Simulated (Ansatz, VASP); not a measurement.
# CuI2: VASP beside Ansatz

Contents of INCAR:

```
SYSTEM = CuI2
ALGO     = Normal         ! electronic algorithm
EDIFF    = 1E-6           ! SCF threshold, eV
ENCUT    = 520            ! plane-wave cutoff, eV
ISIF     = 2              ! what is computed and relaxed
ISMEAR   = 0              ! smearing method
ISPIN    = 2              ! spin polarisation
LASPH    = .TRUE.         ! aspherical terms in the spheres
LCHARG   = .TRUE.         ! write CHGCAR
LDAU     = .TRUE.         ! DFT+U
LDAUJ    = 0 0          
LDAUL    = 2 -1           ! shell
LDAUPRINT= 1            
LDAUTYPE = 2            
LDAUU    = 3 0            ! U, eV
LELF     = .TRUE.         ! ELF
LMAXMIX  = 4              ! l up to which the mixer works
LORBIT   = 11             ! projections on sites
LREAL    = .FALSE.        ! projectors in reciprocal space
LVHAR    = .TRUE.       
LWAVE    = .FALSE.        ! write WAVECAR
MAGMOM   = -0.29 0 0      ! initial moments
NELM     = 60             ! most SCF steps
PREC     = Accurate       ! precision mode
SIGMA    = 0.05           ! smearing width, eV
```

Contents of KPOINTS:

```
k-points
0
G
  5 5 5
  0 0 0
```

The input POSCAR:

```
CuI2
1.0
    0.0000000000      3.5112550600      3.5112550600
    3.5112550600      0.0000000000      3.5112550600
    3.5112550600      3.5112550600      0.0000000000
Cu I
1 2
Direct
    0.0000000000      0.0000000000      0.0000000000
    0.2500000000      0.2500000000      0.2500000000
    0.7500000000      0.7500000000      0.7500000000
```

The input input.yaml:

```yaml
crystal:
  lattice:
    - [0.0, 3.51125506, 3.51125506]
    - [3.51125506, 0.0, 3.51125506]
    - [3.51125506, 3.51125506, 0.0]
  atoms:
    - { symbol: Cu, position: [0.0, 0.0, 0.0], spin: -0.29 }
    - { symbol: I, position: [0.25, 0.25, 0.25] }
    - { symbol: I, position: [0.75, 0.75, 0.75] }
hamiltonian:
  xc: lda
  pseudopotentials: { kind: paw }
  hubbard: { sites: [{ species: Cu, l: d, u_eff: 3.0 }] }
magnetization:
  spin_polarized: true
kpoints:
  mp_grid: { grid: [5, 5, 5] }
scf:
  occupations: { method: gaussian, width: 0.05 }
output:
  forces: true
  stress: true
  eigenvalues: true
```

The cell comes from a database or a generator and needn't be the stable form of this composition.

Alike in both runs: task single point; functional LDA; k mesh 5 × 5 × 5; occupations gaussian, width 0.05 eV; collinear spin, random start; Hubbard terms Cu d U = 3 eV.

```csv
,VASP,Ansatz
version,VASP 6.6.1,Ansatz 0.2.0
potentials or method,"VASP PAW LDA potentials, release 64 (Cu, I)",Ansatz PAW
plane-wave cutoff (eV),520,420
valence electrons in the cell,25,53
```

```tsv
	VASP	Ansatz	Ansatz less VASP
gap on the k mesh at the Fermi level (eV)	none	none	-
pressure (GPa)	-1.9	-1.9	+0.07
net moment per atom (μB)	0.00	0.00	0.000
```

The programs project onto different local orbitals, so the same U acts differently. A gap of «none» marks a metal or a gap that the smearing closes. The two sets of potentials don't hold the same shells in valence.

Caveats: the magnetic or orbital state may not be the lowest (Ansatz); the PAW data sets come from PBE, with cores solved anew for the run's functional, which leaves a small shift of forces and pressure (Ansatz); the starting moments weren't kept (Ansatz). Spin-orbit coupling is left out, which matters for the levels of I. The state reached can hang on the start; a lower one may exist.
